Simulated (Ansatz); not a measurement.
Something may be wrong with this Ansatz 0.2.0 calculation of SiO2.

File input.yaml:

```yaml
crystal:
  lattice:
    - [-4.47204052, 4.47204052, 2.61177035]
    - [4.47204052, -4.47204052, 2.61177035]
    - [4.47204052, 4.47204052, -2.61177035]
  atoms:
    - { symbol: Si, position: [0.82311142, 0.82311142, 0.64622284] }
    - { symbol: Si, position: [0.17688858, 0.82311142, 0.0] }
    - { symbol: Si, position: [0.82311142, 0.17688858, 0.0] }
    - { symbol: Si, position: [0.17688858, 0.17688858, 0.35377716] }
    - { symbol: O, position: [0.0, 0.79145134, 0.79145134] }
    - { symbol: O, position: [0.20854866, 0.0, 0.20854866] }
    - { symbol: O, position: [0.79145134, 0.0, 0.79145134] }
    - { symbol: O, position: [0.0, 0.20854866, 0.20854866] }
    - { symbol: O, position: [0.0, 0.0, 0.5] }
    - { symbol: O, position: [0.5, 0.0, 0.0] }
    - { symbol: O, position: [0.0, 0.5, 0.0] }
    - { symbol: O, position: [0.5, 0.5, 0.5] }
hamiltonian:
  xc: lda
  pseudopotentials: { kind: paw }
kpoints:
  mp_grid: { grid: [6, 6, 6] }
  band_path:
    path:
      - [[0.0, 0.0, 0.0], [0.0, 0.0, 0.5], [-0.5, 0.5, 0.5], [0.0, 0.0, 0.0], [0.3352704438, 0.3352704438, -0.3352704438], [0.25, 0.25, 0.25], [0.0, 0.5, 0.0], [-0.3352704438, 0.6647295562, 0.3352704438], [-0.5, 0.5, 0.5]]
      - [[0.0, 0.0, 0.5], [0.25, 0.25, 0.25]]
    npoints: 10
scf:
  occupations: { method: fermi_dirac, width: 0.05 }
  n_extra_bands: 30
  max_iter: 60
output:
  forces: true
  stress: true
  eigenvalues: true
  fatbands: false
basis:
  ENCUT: 60
```

Potentials or basis: Ansatz PAW.

Launch:

```sh
$ ansatz run input.yaml --threads 4 --pin off --max-ram 11264MiB --backend cpu --events-out ev --progress --plain --runs-dir out
```

Output:

```text
Error: YAML parse error: error: line 39 column 3: unknown field `ENCUT`, expected one of ecutwfc, ecutrho_ratio, smooth_cutoff_half_width, xc_grid, low_memory, fft_grid_basis, precision, gaussian, splines
  --> <input>:39:3
   |
37 |   fatbands: false
38 | basis:
39 |   ENCUT: 60
   |   ^ unknown field `ENCUT`, expected one of ecutwfc, ecutrho_ratio, smooth_cutoff_half_width, xc_grid, low_memory, fft_grid_basis, precision, gaussian, splines
```

Q: What happened, and what is wrong with the input?

A: The program refused the input. The input holds a flaw that was put in on purpose: a keyword of another program (basis.ENCUT = 60).

A sound run on the same cell differs in these lines of the main input:
```diff
@@ -32 +31,0 @@
-  max_iter: 60
@@ -37,3 +36 @@
-  fatbands: false
-basis:
-  ENCUT: 60
+  fatbands: true
```
